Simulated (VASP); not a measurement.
Set up this calculation in VASP 6.6.1, as the native input.

```
Task                   : single point
Functional             : PBE
Potentials or basis    : VASP PAW PBE potentials, release 64 (As, Ga_d)
Cutoff                 : 520 eV
k mesh                 : 8 × 8 × 8
Occupations            : gaussian, width 0.028 eV
Spin                   : no spin polarisation
Further INCAR settings : ALGO = Fast; EDIFF = 1e-06; NBANDS = 16
```

The structure of GaAs lies in POSCAR:

```
GaAs
1.0
    0.0000000000      2.8268500000      2.8268500000
    2.8268500000      0.0000000000      2.8268500000
    2.8268500000      2.8268500000      0.0000000000
As Ga
1 1
Direct
    0.7500000000      0.7500000000      0.7500000000
    0.0000000000      0.0000000000      0.0000000000
```

The input as run:

INCAR

```
PREC = Accurate ; ENCUT = 520
EDIFF = 1E-6 ; ISMEAR = 0
SIGMA = 0.028000000000000004 ; LREAL = False
LASPH = True ; NELM = 100
ALGO = Fast ; ISIF = 2
LWAVE = False ; LCHARG = False
GGA = PE ; NBANDS = 16
```

KPOINTS

```
Automatic mesh
0
Gamma
  8 8 8
```

Potentials or basis: VASP PAW PBE potentials, release 64 (As, Ga_d).

Run with:

```console
$ cat potpaw_PBE.64/As/POTCAR potpaw_PBE.64/Ga_d/POTCAR > POTCAR
$ mpirun -np 1 vasp_std > vasp.out
```

Results of the run:

- Pressure: 3.5 GPa
- Band gap on the k mesh: 0.52 eV, direct

Wall time 14 s on 1 thread of Intel(R) Xeon(R) Platinum 8488C (Sapphire Rapids), on a shared host, peak memory 0.17 GiB.
